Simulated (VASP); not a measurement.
WS2, 3 atoms in the cell. The cell holds a slab with vacuum, 3 atoms: a = 3.184 Å, b = 3.184 Å, c = 16.951 Å, α = 90.00°, β = 90.00°, γ = 120.00°. 

| Quantity | Value |
| --- | --- |
| Program | VASP 6.6.1 |
| Task | Born charges and dielectric tensor |
| Functional | LDA |
| Potentials or basis | VASP PAW LDA potentials, release 64 (W_sv, S) |
| Cutoff | 520 eV |
| k mesh | 10 × 10 × 2 |
| Occupations | gaussian, width 0.02 eV |
| Spin | no spin polarisation |
| Further INCAR settings | ALGO = Fast; EDIFF = 1e-08; IBRION = 8 |

Potentials or basis: VASP PAW LDA potentials, release 64 (W_sv, S).

Run with:

```bash
$ cat potpaw_LDA.64/W_sv/POTCAR potpaw_LDA.64/S/POTCAR > POTCAR
$ mpirun -np 1 vasp_std > vasp.out
```

Hardware: 1 thread of Intel(R) Xeon(R) Platinum 8488C (Sapphire Rapids), with other jobs on the host.

Estimate the wall time of this run.

Run time: 39 min on 1 thread of Intel(R) Xeon(R) Platinum 8488C (Sapphire Rapids), with other jobs on the host, peak memory 0.74 GiB. Counts: scf iterations 238, k points 28.
